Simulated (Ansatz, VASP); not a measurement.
One calculation of Al, two programs

```
Al
1.0
     0.00000    1.98128    1.93175
     1.98128    0.00000    1.93175
     1.98128    1.98128    0.00000
Al
1
Direct
  0.00000 0.00000 0.00000
```

Change from the starting cell: strain -0.0250 x Voigt [0, 0, 1, 0, 0, 0], atoms carried along.

Alike in both runs: task single point; functional PBEsol; dispersion D3(BJ); k mesh 26 × 26 × 26; occupations gaussian, width 0.15 eV; no spin polarisation.

|  | VASP | Ansatz |
| --- | --- | --- |
| version | VASP 6.6.1 | Ansatz 0.2.0 |
| potentials or method | VASP PAW PBE potentials, release 64 (Al) | scalar-relativistic, plane waves, PAW |
| plane-wave cutoff (eV) | 520 | 420 |
| valence electrons in the cell | 3 | 3 |

```csv
,VASP,Ansatz,Ansatz less VASP
gap on the k mesh at the Fermi level (eV),none,none,-
pressure (GPa),2.6,2.5,-0.10
largest component of the traceless stress (GPa),1.46,1.46,-0.008
```

A gap of «none» marks a metal or a gap that the smearing closes.

Caveats: the PAW data sets were made with another functional, which shifts forces and pressure a little (VASP); pairwise dispersion overbinds metals, which lowers pressure and volume.
